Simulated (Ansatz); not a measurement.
## Ni under changes of volume

One of the cells (10.597 Å³/atom); the others are scaled copies at fixed shape and fractional positions:

```xyz
1
Lattice="-1.3837 1.3837 1.3837 1.3837 -1.3837 1.3837 1.3837 1.3837 -1.3837" Properties=species:S:1:pos:R:3 pbc="T T T"
Ni    0.0000    0.0000    0.0000
```

This isn't the form of Ni at room conditions, which is fcc.

```yaml
Program: Ansatz 0.2.0
Functional: PBE0
Potentials_or_basis: Ansatz PAW
Cutoff: "420 eV (not typed: the program's choice for these potentials)"
k_mesh: 8 × 8 × 8
Occupations: fermi-dirac, width 0.05 eV
Spin: collinear spin, ferromagnetic start
Starting_moments: "[1.0] μB"
```

```tsv
volume (Å³/atom)	energy over the lowest point (meV/atom)	pressure (GPa)
9.962	41.65	18.1
10.174	21.30	12.4
10.385	9.12	7.8
10.597	1.83	3.3
10.809	0.00	-0.7
11.021	3.41	-4.2
11.233	?	?
```

**Question.** What does the run at 11.233 Å³/atom give?

**Answer.** Energy over the lowest point 11.05 meV/atom; pressure -7.4 GPa.

Worked out: A Birch-Murnaghan fit of order 3 (a polynomial in V^(-2/3)) to the other rows has its minimum at 10.77 Å³/atom with B0 = V·E''(V) = 184 GPa and B' = 5.6. It gives 10.52 meV/atom at 11.233 Å³/atom, against the run's 11.05, and -dE/dV = -6.9 GPa, against -7.4.

Energies are extrapolated to zero smearing.

Caveats: all runs use coarse meshes; the magnetic or orbital state may not be the lowest; the PAW data sets come from PBE, with cores solved anew for the run's functional, which leaves a small shift of forces and pressure; the thresholds are loose for stress.
